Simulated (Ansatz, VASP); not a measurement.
# Si: VASP beside Ansatz

Contents of INCAR:

```
SYSTEM = Si
PREC = Accurate
ENCUT = 520
EDIFF = 1E-7
ISMEAR = -1
SIGMA = 0.05
LREAL = .False.
LASPH = .True.
NELM = 80
ALGO = Normal
ISIF = 2
LWAVE = .False.
LCHARG = .False.
GGA = PS
NBANDS = 11
```

KPOINTS

```
regular mesh
0
Gamma
  9 9 9
  0 0 0
```

The input POSCAR:

```
Si
1.0
    0.0000000000      2.7881499507      2.7881499507
    2.7881499507      0.0000000000      2.7881499507
    2.7881499507      2.7881499507      0.0000000000
Si
2
Direct
    0.5000000000      0.5000000000      0.5000000000
    0.7500000000      0.7500000000      0.7500000000
```

Input for Ansatz:

```yaml
crystal:
  lattice:
    - [0.0, 2.7881499507, 2.7881499507]
    - [2.7881499507, 0.0, 2.7881499507]
    - [2.7881499507, 2.7881499507, 0.0]
  atoms:
    - { symbol: Si, position: [0.5, 0.5, 0.5] }
    - { symbol: Si, position: [0.75, 0.75, 0.75] }
hamiltonian:
  xc: pbesol
  pseudopotentials:
    kind: paw
    azcp:
      Si: "pseudopotentials/Si.paw.azcp"
basis:
  ecutwfc: 420
  fft_grid_basis: typed
kpoints:
  mp_grid: { grid: [9, 9, 9], shift: [0, 0, 0] }
magnetization:
  spin_polarized: false
scf:
  occupations: { method: fermi_dirac, width: 0.05 }
output:
  stress: true
```

Alike in both runs: task single point; functional PBEsol; k mesh 9 × 9 × 9; occupations fermi-dirac, width 0.05 eV; no spin polarisation.

```csv
,VASP,Ansatz
version,VASP 6.6.1,Ansatz 0.2.0
potentials or method,"VASP PAW PBE potentials, release 64 (Si)","plane waves (420 eV) with PAW, scalar-relativistic"
plane-wave cutoff (eV),520,420
valence electrons in the cell,8,8
```

|  | VASP | Ansatz | Ansatz less VASP |
| --- | --- | --- | --- |
| pressure (GPa) | -6.1 | -6.2 | -0.08 |

Ansatz warned: «pseudo_functional_mismatch».

Caveats: the PAW data sets were made with another functional, which shifts forces and pressure a little (VASP); an odd mesh through Γ misses points on the zone boundary, where band edges often lie. PBEsol gaps usually lie below the measured ones, often by a third to a half.
